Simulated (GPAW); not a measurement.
# Te2Pt (Moncheite) (P-3m1) in GPAW: convergence with bands over the usual count

Aim: find how far bands over the usual count must go before the results for Te2Pt (Moncheite) settle, at RPBE. This setting moves, with any that are tied to it; all else stays.

Program: GPAW 26.7.0. These are calculated values, not measurements. Logs are shortened: lines on timing, memory, paths and dates and some standing lists are left out, and cuts for length are marked. The log counts tension as positive stress, the text compression.

## 1. Starting point

Symmetry: P-3m1, No. 164, trigonal system. Conventional cell: a = 4.010 Å, b = 4.010 Å, c = 5.201 Å, α = 90.00°, β = 90.00°, γ = 120.00°. Pt (site symmetry -3m) is surrounded by 6 Te at 2.66 Å. Te (site symmetry 3m) has 3 Pt at 2.66 Å as nearest neighbours.

## 2. With bands over the usual count 0.72

run.py

```python
from ase.dft.bandgap import bandgap
from ase.io import read, write
from ase.units import GPa
from gpaw import GPAW, PW

atoms = read('POSCAR')

calc = GPAW(mode=PW(600),
            xc='RPBE',
            kpts={'size': (6, 6, 4), 'gamma': True},
            occupations={'name': 'fermi-dirac', 'width': 0.05},
            nbands=19,
            convergence={'density': 1e-05, 'energy': 1e-05},
            maxiter=100,
            txt='gpaw.txt')
atoms.calc = calc
energy = atoms.get_potential_energy()
forces = atoms.get_forces()
stress = atoms.get_stress()
calc.write('gs.gpw')
write('result.traj', atoms)
print(f'Energy: {energy:.6f} eV')
print('Forces (eV/A):')
print(forces.round(4))
print('Stress (GPa):', (stress / GPa).round(3))
print('Fermi level:', round(calc.get_fermi_level(), 4), 'eV')
print(f'Gap: {bandgap(calc)[0]:.4f} eV, direct: {bandgap(calc, direct=True)[0]:.4f} eV')
```

POSCAR

```
Te2Pt
1.0
    4.0100000000      0.0000000000      0.0000000000
   -2.0050000000      3.4727618692      0.0000000000
    0.0000000000      0.0000000000      5.2010000000
Pt Te
1 2
Direct
    0.0000000000      0.0000000000      0.0000000000
    0.6666666667      0.3333333333      0.7500000000
    0.3333333333      0.6666666667      0.2500000000
```

Potentials or basis: the program's PAW data sets (release 1.2.1) made for this functional, pw.

Run with:

```
$ OMP_NUM_THREADS=1 python run.py
```

gpaw.txt:

```text
__  _  _
 | _ |_)|_||  |
 |__||  | ||/\| - 26.7.0

Input parameters:
  mode=PW(ecut=600.0),
  convergence={'density': 1e-05, 'energy': 1e-05},
  kpts=MonkhorstPack(size=(6, 6, 4), gamma=True),
  maxiter=100,
  nbands=19,
  occupations=Occupations(name='fermi-dirac', width=0.05),
  xc=XC(name='RPBE')

Diagonalizing LCAO Hamiltonian
Converting LCAO to pw mode

             Te

         Te

       Pt

Atoms  # Å, Bohr magnetons
|   | symbol |         x |        y |        z |    initial magnetic moments |
|---|--------|-----------|----------|----------|-----------------------------|
| 0 |     Pt |  0.000000 | 0.000000 | 0.000000 | ( 0.0000,  0.0000,  0.0000) |
| 1 |     Te |  2.005000 | 1.157587 | 3.900750 | ( 0.0000,  0.0000,  0.0000) |
| 2 |     Te | -0.000000 | 2.315175 | 1.300250 | ( 0.0000,  0.0000,  0.0000) |

Unit cell  # Å
| periodic |         x |        y |        z |  lengths |     angles |
|----------|-----------|----------|----------|----------|------------|
|      yes |  4.010000 | 0.000000 | 0.000000 | 4.010000 |  90.000000 |
|      yes | -2.005000 | 3.472762 | 0.000000 | 4.010000 |  90.000000 |
|      yes |  0.000000 | 0.000000 | 5.201000 | 5.201000 | 120.000000 |

Number of symmetries: 12
Symmetry operations  # r_c * U_cc + t_c -> r_c
|    | kind |            matrix            |
|----|------|------------------------------|
|  0 |  σ   |  1, 1, 0,  0,-1, 0,  0, 0, 1 |
|  1 |  S6  |  1, 1, 0, -1, 0, 0,  0, 0,-1 |
|  2 |  E   |  1, 0, 0,  0, 1, 0,  0, 0, 1 |
|  3 |  C2  |  1, 0, 0, -1,-1, 0,  0, 0,-1 |
|  4 |  C2  |  0, 1, 0,  1, 0, 0,  0, 0,-1 |
|  5 |  C3  |  0, 1, 0, -1,-1, 0,  0, 0, 1 |
|  6 |  S6  |  0,-1, 0,  1, 1, 0,  0, 0,-1 |
|  7 |  σ   |  0,-1, 0, -1, 0, 0,  0, 0, 1 |
|  8 |  σ   | -1, 0, 0,  1, 1, 0,  0, 0, 1 |
|  9 |  i   | -1, 0, 0,  0,-1, 0,  0, 0,-1 |
| 10 |  C3  | -1,-1, 0,  1, 0, 0,  0, 0, 1 |
| 11 |  C2  | -1,-1, 0,  0, 1, 0,  0, 0,-1 |

BZ-sampling:
  Number of BZ points: 144
  Number of IBZ points: 24

  Monkhorst-Pack size: [6, 6, 4]
  Monkhorst-Pack shift: [0.08333333333333333, 0.08333333333333333, 0.125]

K-points  # in reciprocal-cell coordinates
|     |                                coordinates |     weight |
|-----|--------------------------------------------|------------|
|   0 | (  0.00000000,   0.00000000,   0.00000000) | 0.00694444 |
|   1 | (  0.00000000,   0.00000000,   0.25000000) | 0.01388889 |
|   2 | (  0.00000000,   0.00000000,   0.50000000) | 0.00694444 |
|   3 | (  0.16666667,   0.00000000,  -0.25000000) | 0.04166667 |
|   4 | (  0.16666667,   0.00000000,   0.00000000) | 0.04166667 |
|   5 | (  0.16666667,   0.00000000,   0.25000000) | 0.04166667 |
|   6 | (  0.16666667,   0.00000000,   0.50000000) | 0.04166667 |
|   7 | (  0.33333333,  -0.16666667,   0.00000000) | 0.04166667 |
|   8 | (  0.33333333,  -0.16666667,   0.25000000) | 0.08333333 |
|   9 | (  0.33333333,  -0.16666667,   0.50000000) | 0.04166667 |
| ... |                                            |            |
|  23 | (  0.50000000,   0.50000000,   0.50000000) | 0.02083333 |

Plane wave coefficients: 2432
Cutoff: 600.0 eV

Spin-components: 1 (collinear spins)
Bands:           19
Projectors:      16
Spin-degeneracy: 2
Datatype:        complex128

Parallelization:
  kpt:    1
  domain: 1
  band:   1

Density:
  Valence electrons: 28.0
  Components: 1
  Grid points: [24 24 30]
  Charge: 0.0  # |e|

Potential:
  Grid points: [24 24 30]

species:
  Pt:
    name:    Platinum
    Z:       78.0
    valence: 16
    core:    62
    charge:  0.0  # [|e|]
    compensation charges:
      type: gauss
      rc: 0.41  # [Å]
      lmax: 2
    cutoffs:
      filter: 2.26  # [Å]
      core: 2.26  # [Å]
    projectors
    | kind |    occ | energy [eV] | rcut [Å] |
    |------|--------|-------------|----------|
    |   6s |  1.000 |      -5.516 |    1.307 |
    |   5p |  6.000 |     -55.971 |    1.371 |
    |   6p |  0.000 |      -0.856 |    1.371 |
    |   5d |  9.000 |      -6.087 |    1.307 |
    |    s |        |      21.695 |    1.307 |
    |    d |        |      21.125 |    1.307 |

    Using partial waves for Pt as LCAO basis

  Te:
    name:    Tellurium
    Z:       52.0
    valence: 6
    core:    46
    charge:  0.0  # [|e|]
    compensation charges:
      type: gauss
      rc: 0.36  # [Å]
      lmax: 2
    cutoffs:
      filter: 2.09  # [Å]
      core: 3.17  # [Å]
    projectors
    | kind |    occ | energy [eV] | rcut [Å] |
    |------|--------|-------------|----------|
    |   5s |  2.000 |     -15.026 |    1.180 |
    |   5p |  4.000 |      -5.917 |    1.196 |
    |    s |        |      12.185 |    1.180 |
    |    p |        |      21.294 |    1.196 |
    |    d |        |       0.000 |    1.238 |

    Using partial waves for Te as LCAO basis

Reference energy: -869989.524291  # eV

eigensolver:
  PPCG
  Converge bands: occupied
  niter=2

density mixing:
  MSR1-Mixer
  Pratt-step length: 0.05
  Maximum mixing coefficient: 0.75
  Old densities: 10
  SVD Regularization: 0.005
  Good broyden scale: 1.0
  Trust region scale: 1.0
  Backstep threshold: 4.0
  History deletion threshold: 6.0
  Fourier metric: weight=20.0, sigma=0.015

occupation numbers:
  Fermi-Dirac:
    width: 0.0500  # eV

poisson solver:
  ecut: 4800.0  # eV

xc functional:
  name: RPBE with 2 nearest neighbor stencil

convergence criteria:
- Maximum integral of absolute [dens]ity change: 1e-05 electrons / valence electron
- Maximum [total energy] change in last 3 cyles: 1e-05 eV / valence electron
- Maximum integral of absolute [eigenst]ate change: 4e-08 eV^2 / valence electron
maximum number of iterations: 100

SCF iterations
|iter     | |      energy | eigst |  dens |
|---------|-|-------------|-------|-------|
|iter:   1| |  -12.857936 | +0.32 |       |
|iter:   2| |  -12.727268 | -1.68 | -1.16 |
|iter:   3| |  -12.446718 | -1.75 | -1.21 |
|iter:   4| |  -12.435862 | -2.84 | -1.60 |
|iter:   5| |  -12.431871 | -3.07 | -1.96 |
|iter:   6| |  -12.432288 | -4.03 | -2.59 |
|iter:   7| |  -12.432435 | -4.72 | -3.09 |
|iter:   8| |  -12.432452c| -5.93 | -3.73 |
|iter:   9| |  -12.432453c| -7.17 | -4.45 |
|iter:  10| |  -12.432454c| -7.97c| -4.90 |
|iter:  11| |  -12.432454c| -8.69c| -5.68c|

Converged in 11 steps
Energy contributions relative to reference atoms: (reference = -869989.524291)

Energy contributions:
  Kinetic:          17.535242
  Coulomb:         -16.978574
  Zero:             -0.311212
  External:          0.000000
  Xc:              -12.674212
  Entropy:          -0.007396
  Spinorbit:         0.000000
  ----------------------------
  Free energy:     -12.436152
  Extrapolated:    -12.432454

dipole moment: (-6.879278, -11.915258, -17.844949)  # |e|*Ang

Fermi level: 9.082
Eigenvalues  # (at kpt = [0.000, 0.000, 0.000])
| band index |      eig [eV] | occ [0-2] |
|------------|---------------|-----------|
|          0 |       -44.718 |     2.000 |
|        ... |               |           |
|          5 |         2.133 |     2.000 |
|          6 |         2.927 |     2.000 |
|          7 |         2.927 |     2.000 |
|          8 |         4.972 |     2.000 |
|          9 |         4.972 |     2.000 |
|         10 |         6.270 |     2.000 |
|         11 |         8.459 |     2.000 |
|         12 |         8.459 |     2.000 |
|         13 |        10.188 |     0.000 |
|         14 |        10.188 |     0.000 |
|         15 |        10.398 |     0.000 |
|         16 |        11.803 |     0.000 |
|         17 |        13.539 |     0.000 |
|         18 |        14.929 |     0.000 |

No gap
No difference between direct/indirect transitions

Forces  # eV/Ang
|       x |        y |        z |
|---------|----------|----------|
| 0.00000 |  0.00000 |  0.00000 |  # Pt   0
| 0.00000 | -0.00000 | -1.07593 |  # Te   1
| 0.00000 |  0.00000 |  1.07593 |  # Te   2

Stress tensor  # eV/Ang^3
|         x |         y |         z |
|-----------|-----------|-----------|
| -0.065955 |  0.000000 |  0.000000 |
|  0.000000 | -0.065955 |  0.000000 |
|  0.000000 |  0.000000 | -0.056209 |

# Writing to gs.gpw (mode='')
```

It took 25 s on 1 thread of Arm Neoverse V1, shared host; peak memory 0.18 GiB.

Results:

* Free energy: -12.4362 eV
* Pressure: 10.0 GPa
* Largest force: 1.076 eV/Å
* Band gap on the k mesh: none (metal or under the smearing width)

## 3. With bands over the usual count 0.8

Edit run.py of step 2 so:

```diff
@@ -11,3 +11,3 @@
             occupations={'name': 'fermi-dirac', 'width': 0.05},
-            nbands=19,
+            nbands=21,
             convergence={'density': 1e-05, 'energy': 1e-05},
```

POSCAR is that of step 2.

Potentials or basis: the program's PAW data sets (release 1.2.1) made for this functional, pw.

Run with:

```
$ OMP_NUM_THREADS=1 python run.py
```

Wall time 27 s (1 thread of Arm Neoverse V1, shared host); peak memory 0.18 GiB.

It converged, with:

| Property | Result |
| --- | --- |
| Free energy | -12.4362 eV |
| Pressure | 10.0 GPa |
| Largest force | 1.076 eV/Å |
| Band gap on the k mesh | none (metal or under the smearing width) |

## 4. With bands over the usual count 0.9

Edit run.py of step 3 so:

```diff
@@ -11,3 +11,3 @@
             occupations={'name': 'fermi-dirac', 'width': 0.05},
-            nbands=21,
+            nbands=24,
             convergence={'density': 1e-05, 'energy': 1e-05},
```

POSCAR is that of step 3.

Run with:

```
$ OMP_NUM_THREADS=1 python run.py
```

Wall time 30 s (1 thread of Arm Neoverse V1, shared host); peak memory 0.18 GiB.

The run converged. Its results:

```yaml
Free_energy: -12.4362 eV
Pressure: 10.0 GPa
Largest_force: 1.076 eV/Å
Band_gap_on_the_k_mesh: none (metal or under the smearing width)
```

## 5. With bands over the usual count 1

Edit run.py of step 4 so:

```diff
@@ -11,3 +11,3 @@
             occupations={'name': 'fermi-dirac', 'width': 0.05},
-            nbands=24,
+            nbands=26,
             convergence={'density': 1e-05, 'energy': 1e-05},
```

POSCAR is that of step 4.

Run with:

```
$ OMP_NUM_THREADS=1 python run.py
```

Wall time 34 s (1 thread of Arm Neoverse V1, shared host); peak memory 0.19 GiB.

Results (log left out):

```
Free energy            : -12.4362 eV
Pressure               : 10.0 GPa
Largest force          : 1.076 eV/Å
Band gap on the k mesh : none (metal or under the smearing width)
```

## 6. With bands over the usual count 1.3

Edit run.py of step 5 so:

```diff
@@ -11,3 +11,3 @@
             occupations={'name': 'fermi-dirac', 'width': 0.05},
-            nbands=26,
+            nbands=34,
             convergence={'density': 1e-05, 'energy': 1e-05},
```

POSCAR is that of step 5.

Potentials or basis: the program's PAW data sets (release 1.2.1) made for this functional, pw.

Run with:

```
$ OMP_NUM_THREADS=1 python run.py
```

It took 42 s on 1 thread of Arm Neoverse V1, shared host; peak memory 0.19 GiB.

Results (log left out):

- Free energy: -12.4362 eV
- Pressure: 10.0 GPa
- Largest force: 1.076 eV/Å
- Band gap on the k mesh: none (metal or under the smearing width)

## 7. With bands over the usual count 1.7

Edit run.py of step 6 so:

```diff
@@ -11,3 +11,3 @@
             occupations={'name': 'fermi-dirac', 'width': 0.05},
-            nbands=34,
+            nbands=45,
             convergence={'density': 1e-05, 'energy': 1e-05},
```

POSCAR is that of step 6.

Run with:

```
$ OMP_NUM_THREADS=1 python run.py
```

Run time: 56 s. Hardware: 1 thread of Arm Neoverse V1, shared host; peak memory 0.2 GiB.

It converged, with:

```yaml
Free_energy: -12.4362 eV
Pressure: 10.0 GPa
Largest_force: 1.076 eV/Å
Band_gap_on_the_k_mesh: none (metal or under the smearing width)
```

## 8. With bands over the usual count 2.5

Edit run.py of step 7 so:

```diff
@@ -11,3 +11,3 @@
             occupations={'name': 'fermi-dirac', 'width': 0.05},
-            nbands=45,
+            nbands=65,
             convergence={'density': 1e-05, 'energy': 1e-05},
```

POSCAR is that of step 7.

Run with:

```
$ OMP_NUM_THREADS=1 python run.py
```

It took 89 s on 1 thread of Arm Neoverse V1, shared host; peak memory 0.22 GiB.

Results (log left out):

| Quantity | Value |
| --- | --- |
| Free energy | -12.4362 eV |
| Pressure | 10.0 GPa |
| Largest force | 1.076 eV/Å |
| Band gap on the k mesh | none (metal or under the smearing width) |

## 9. Result

```
bands over the usual count  energy less the tightest run, at zero smearing (meV/atom)  SCF cycles  CPU time (s)  peak memory (GiB)
                      0.72                                                       0.00          11            25               0.18
                       0.8                                                       0.00          11            27               0.18
                       0.9                                                       0.00          11            30               0.18
                         1                                                       0.00          11            34               0.19
                       1.3                                                       0.00          11            42               0.19
                       1.7                                                       0.00          11            56                0.2
                       2.5                                                       0.00          12            89               0.22
```

Against the tightest run, the energy stays within 1 meV/atom from 0.72 on. The tightest run that finished is the yardstick and may itself not be fully converged.

Caveats: forces of over 1 eV/Å show positions far from the minimum, so gaps and moduli don't describe the material at rest.
